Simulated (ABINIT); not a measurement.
The system is SiO2.

```
Si O
1.0
     4.23317    0.00000    0.00000
     0.00000    4.23317    0.00000
     0.00000    0.00000    2.69349
Si O
2 4
Direct
  0.00000 0.00000 0.00000
  0.50000 0.50000 0.50000
  0.80684 0.19316 0.50000
  0.30684 0.30684 0.00000
  0.19316 0.80684 0.50000
  0.69316 0.69316 0.00000
```

The cell comes from a database or a generator and needn't be the stable form of this composition.

Base run:

```yaml
Program: ABINIT 10.8.3 (patched build)
Functional: PBE
Potentials_or_basis: JTH PAW PBE v2.0
Cutoff: 626 eV
k_mesh: 6 × 6 × 10
Occupations: fermi-dirac, width 0.05 eV
Spin: no spin polarisation
```

Its results: band gap on the k mesh 4.99 eV, direct; pressure -2.4 GPa; largest force 0.068 eV/Å.

Task: The run is repeated on the same cell with these changes: functional from PBE to LDA; potentials or basis from JTH PAW PBE v2.0 to JTH PAW LDA v2.0. What comes out?

Result: Band gap on the k mesh 4.95 eV, direct; pressure -15.8 GPa; largest force 0.176 eV/Å.
